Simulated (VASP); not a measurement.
# Sr in VASP: relaxation of the atoms with PBE

Aim: the relaxation of the atoms of Sr with PBE.

Program: VASP 6.6.1. These are calculated values, not measurements. Logs are shortened: lines on timing, memory, paths and dates and some standing lists are left out, and cuts for length are marked.

## (1) The slab as given

The cell holds a slab with vacuum, 7 atoms: a = 4.299 Å, b = 4.299 Å, c = 41.062 Å, α = 90.00°, β = 90.00°, γ = 60.00°.

The cell was built by a generator and needn't be a form met in nature.

## (2) Relaxation of the atoms, PBE

INCAR reads:

```
ALGO     = Normal         # electronic algorithm
DIPOL    = 0.5 0.5 0.500
EDIFF    = 1E-6           # SCF threshold, eV
EDIFFG   = -0.01          # ionic threshold
ENCUT    = 520            # plane-wave cutoff, eV
GGA      = PE             # functional
IBRION   = 2              # ionic algorithm
IDIPOL   = 3            
ISIF     = 2              # what is computed and relaxed
ISMEAR   = 1              # smearing method
LASPH    = T              # aspherical terms in the spheres
LCHARG   = F              # write CHGCAR
LDIPOL   = T            
LREAL    = F              # projectors in reciprocal space
LVACPOTAV= T            
LVHAR    = T            
LWAVE    = F              # write WAVECAR
NELM     = 60             # most SCF steps
NSW      = 80             # ionic steps
PREC     = Accurate       # precision mode
SIGMA    = 0.1            # smearing width, eV
```

KPOINTS reads:

```
k-points
0
Gamma
  12 12 1
```

POSCAR reads:

```
Sr
1.0
    4.2992092300      0.0000000000      0.0000000000
    2.1496046150      3.7232244090      0.0000000000
    0.0000000000      0.0000000000     41.0617378232
Sr
7
Direct
    0.0000000000      0.0000000000      0.2435357228
    0.3333333333      0.3333333333      0.3290238152
   -0.3333333333      0.6666666667      0.4145119076
    0.0000000000      0.0000000000      0.5000000000
    0.3333333333      0.3333333333      0.5854880924
   -0.3333333333      0.6666666667      0.6709761848
    0.0000000000      0.0000000000      0.7564642772
```

Potentials or basis: VASP PAW PBE potentials, release 64 (Sr_sv).

On the command line:

```
> cat potpaw_PBE.64/Sr_sv/POTCAR > POTCAR
> mpirun -np 1 vasp_std > vasp.out
```

OUTCAR:

```text
EDIFF = 1E-6
   EDIFFG = -0.01
   ENCUT = 520
   GGA = PE
   IBRION = 2
   ISIF = 2
   ISMEAR = 1
   LASPH = T
   LREAL = F
   NELM = 60
   NSW = 80
   PREC = Accurate

 ion  position               nearest neighbor table
   1  0.000  0.000  0.244-   2 4.30   2 4.30   2 4.30
   2  0.333  0.333  0.329-   3 4.30   3 4.30   1 4.30   1 4.30   1 4.30   3 4.30
   3  0.667  0.667  0.415-   2 4.30   2 4.30   4 4.30   4 4.30   4 4.30   2 4.30
   4  0.000  0.000  0.500-   3 4.30   5 4.30   3 4.30   5 4.30   3 4.30   5 4.30
   5  0.333  0.333  0.585-   6 4.30   4 4.30   6 4.30   4 4.30   4 4.30   6 4.30
   6  0.667  0.667  0.671-   5 4.30   5 4.30   7 4.30   7 4.30   7 4.30   5 4.30
   7  0.000  0.000  0.756-   6 4.30   6 4.30   6 4.30

  LATTYP: Found a hexagonal cell.
 ALAT       =     4.2992092297
 C/A-ratio  =     9.5509977834

  Lattice vectors:

 A1 = (  -2.1496046150,  -3.7232244090,   0.0000000000)
 A2 = (   4.2992092300,   0.0000000000,   0.0000000000)
 A3 = (   0.0000000000,   0.0000000000,  41.0617378232)

Analysis of symmetry for initial positions (statically):
=====================================================================
 Subroutine PRICEL returns:
 Original cell was already a primitive cell.

 Routine SETGRP: Setting up the symmetry group for a
 hexagonal supercell.

 Subroutine GETGRP returns: Found 12 space group operations
 (whereof 12 operations were pure point group operations)
 out of a pool of 24 trial point group operations.

The static configuration has the point symmetry D_3d.

Analysis of symmetry for dynamics (positions and initial velocities):
=====================================================================
 Subroutine PRICEL returns:
 Original cell was already a primitive cell.

 Routine SETGRP: Setting up the symmetry group for a
 hexagonal supercell.

 Subroutine GETGRP returns: Found 12 space group operations
 (whereof 12 operations were pure point group operations)
 out of a pool of 24 trial point group operations.

The dynamic configuration has the point symmetry D_3d.

 Subroutine INISYM returns: Found 12 space group operations
 (whereof 12 operations are pure point group operations),
 and found     1 'primitive' translations

----------------------------------------------------------------------------------------

                                     Primitive cell

  volume of cell :     657.2720
[... 106 lines left out ...]
   EMIN   =  10.00;   EMAX   =-10.00  energy-range for DOS
   EFERMI =   0.00;   METHOD = LEGACY
   ISMEAR =     1;   SIGMA  =   0.10  broadening in eV -4-tet -1-fermi 0-gaus
   EFERMI_NEDOS =   21; number of points for ismear=-14 and -15
   IALGO  =     38    algorithm
   IMIX   =      4    mixing-type and parameters
     AMIX     =   0.40;   BMIX     =  1.00
     AMIX_MAG =   1.60;   BMIX_MAG =  1.00
  volume/ion in A,a.u.               =      93.90       633.64
  Fermi-wavevector in a.u.,A,eV,Ry     =   0.775995  1.466419  8.193004  0.602169
  Thomas-Fermi vector in A             =   1.878380
   LORBIT       =      0    0 simple, 1 ext, 2 COOP (PROOUT), +10 PAW based schemes
   GGA     = PE    functional components
   LHFCALC =     F    Hartree Fock is set to
   AEXX    =    0.0000 exact exchange contribution
   IVDW    =     0    specifies the selected vdW correction
   LEPSILON=     F    determine dielectric tensor
   LRPA    =     F    only Hartree local field effects (RPA)
 conjugate gradient relaxation of ions
 non-spin polarized calculation
 Methfessel and Paxton  Order N= 1 SIGMA  =   0.10
  energy-cutoff  :      520.00
  volume of cell :      657.27
 maximum number of plane-waves:     17752
   NGX = 15   NGY = 15   NGZ =153

--------------------------------------- Ionic step        1  -------------------------------------------

 number of electron      70.0000000 magnetization

 Free energy of the ion-electron system (eV)
  ---------------------------------------------------
  ext. energy  EPLUGINS =         0.00000000
  ---------------------------------------------------
  free energy    TOTEN  =       -10.75420945 eV

  energy without entropy =      -10.74858079  energy(sigma->0) =      -10.75233323

------------------------ aborting loop because EDIFF is reached ----------------------------------------

  FORCE on cell =-STRESS in cart. coord.  units (eV):
  Direction    XX          YY          ZZ          XY          YZ          ZX
  --------------------------------------------------------------------------------------
  -------------------------------------------------------------------------------------
  Total       -0.5317326     -0.5317326     -1.2799327     -0.0000000      0.0000000      0.0000000
  in kB       -1.2961604     -1.2961604     -3.1199857     -0.0000000      0.0000000      0.0000000
  external PRESSURE =      -1.9041022 kB  Pullay stress =       0.0000000 kB
[... 104 lines left out ...]
  FREE ENERGIE OF THE ION-ELECTRON SYSTEM (eV)
  ---------------------------------------------------
  free  energy   TOTEN  =       -10.7583446313 eV

  energy  without entropy=      -10.7530142327  energy(sigma->0) =      -10.75656783

[... ionic steps 4 to 10 ...]

--------------------------------------- Ionic step       11  -------------------------------------------

 number of electron      70.0000000 magnetization

------------------------ aborting loop because EDIFF is reached ----------------------------------------
[... 71 lines left out ...]
  FREE ENERGIE OF THE ION-ELECTRON SYSTEM (eV)
  ---------------------------------------------------
  free  energy   TOTEN  =       -10.7722649100 eV

  energy  without entropy=      -10.7718797699  energy(sigma->0) =      -10.77213653

 dipolmoment           0.000000      0.000000      0.000000 electrons x Angstroem

--------------------------------------- Ionic step       13  -------------------------------------------

 number of electron      70.0000000 magnetization

 dipolmoment           0.000000      0.000000     -0.000000 electrons x Angstroem

 Free energy of the ion-electron system (eV)
  ---------------------------------------------------
  ext. energy  EPLUGINS =         0.00000000
  ---------------------------------------------------
  free energy    TOTEN  =       -10.77586668 eV

  energy without entropy =      -10.77817150  energy(sigma->0) =      -10.77663496

 E-fermi :  -0.0269     XC(G=0):  -4.6668

 val. band max:       -0.0615871147   @ k =  -0.3333   0.3333   0.0000
 cond. band min:      -0.0214418224   @ k =   0.4167   0.1667   0.0000
 fundamental gap:      0.0401452924
 Fermi energy:        -0.0268860133

 k-point     1 :       0.0000    0.0000    0.0000
  band No.  band energies     occupation
      1     -37.0220      2.00000
      2     -37.0220      2.00000
      3     -36.6846      2.00000
      4     -36.6813      2.00000
      5     -36.6733      2.00000
      6     -36.6326      2.00000
[... 878 lines left out ...]
  FREE ENERGIE OF THE ION-ELECTRON SYSTEM (eV)
  ---------------------------------------------------
  free  energy   TOTEN  =       -10.7758666836 eV

  energy  without entropy=      -10.7781715021  energy(sigma->0) =      -10.77663496

 reached required accuracy - stopping structural energy minimisation

 vacuum level on the upper side and lower side of the slab         2.486         2.486
```

OSZICAR:

```text
N       E                     dE             d eps       ncg     rms          rms(c)
DAV:   1     0.518099279902E+03    0.51810E+03   -0.30972E+04  1940   0.130E+03
DAV:   2     0.452564139726E+02   -0.47284E+03   -0.46795E+03  1878   0.319E+02
DAV:   3    -0.521314199377E+01   -0.50470E+02   -0.50121E+02  2166   0.712E+01
[... 188 lines left out ...]
DAV:  17    -0.107758586146E+02   -0.41502E-05   -0.67343E-07  1052   0.197E-03    0.246E-03
DAV:  18    -0.107758626909E+02   -0.40763E-05   -0.55259E-07  1058   0.129E-03    0.260E-03
DAV:  19    -0.107758641505E+02   -0.14596E-05   -0.20809E-07  1034   0.137E-03    0.491E-04
DAV:  20    -0.107758663459E+02   -0.21954E-05   -0.45510E-07  1024   0.134E-03    0.142E-03
DAV:  21    -0.107758666836E+02   -0.33777E-06   -0.56933E-08  1010   0.735E-04
  13 F= -.10775867E+02 E0= -.10776635E+02  d E =-.849340E-02
```

Wall time 1.8 h (1 thread of Intel Xeon 6975P-C (Granite Rapids), shared host); peak memory 0.99 GiB.

What came out:

| Property | Result |
| --- | --- |
| Free energy | -10.7759 eV |
| Energy gained by relaxing | 3.1 meV/atom |
| Ionic steps | 13 |
| Largest force after relaxing | 0.010 eV/Å |
| Band gap on the k mesh | none (metal or under the smearing width) |
| Work function of the upper face | 2.51 eV |
| Work function of the lower face | 2.51 eV |

Forces on the atoms (eV/Å):
```
Sr   0.000  0.000 -0.004
Sr   0.000  0.000  0.005
Sr   0.000  0.000  0.010
Sr   0.000  0.000  0.000
Sr   0.000  0.000 -0.010
Sr   0.000  0.000 -0.005
Sr   0.000  0.000  0.004
```

Step by step:
```csv
step,energy change (eV),largest force (eV/Å),pressure (GPa)
1,0.0000,0.0968,-0.19
2,-0.0011,0.0926,-0.19
3,-0.0041,0.0796,-0.18
4,-0.0081,0.0506,-0.17
5,-0.0073,0.0935,-0.13
6,-0.0093,0.0435,-0.15
7,-0.0103,0.0395,-0.15
8,-0.0124,0.0277,-0.13
9,-0.0125,0.0729,-0.10
10,-0.0132,0.0450,-0.12
11,-0.0145,0.0409,-0.11
12,-0.0181,0.0327,-0.09
13,-0.0217,0.0098,-0.04
```

Final structure:
```
Sr
1.0
     4.29921    0.00000    0.00000
     2.14960    3.72322    0.00000
     0.00000    0.00000   41.06174
Sr
7
Direct
  0.00000 0.00000 0.25027
  0.33333 0.33333 0.33210
  0.66667 0.66667 0.41590
  0.00000 0.00000 0.50000
  0.33333 0.33333 0.58410
  0.66667 0.66667 0.66790
  0.00000 0.00000 0.74973
```
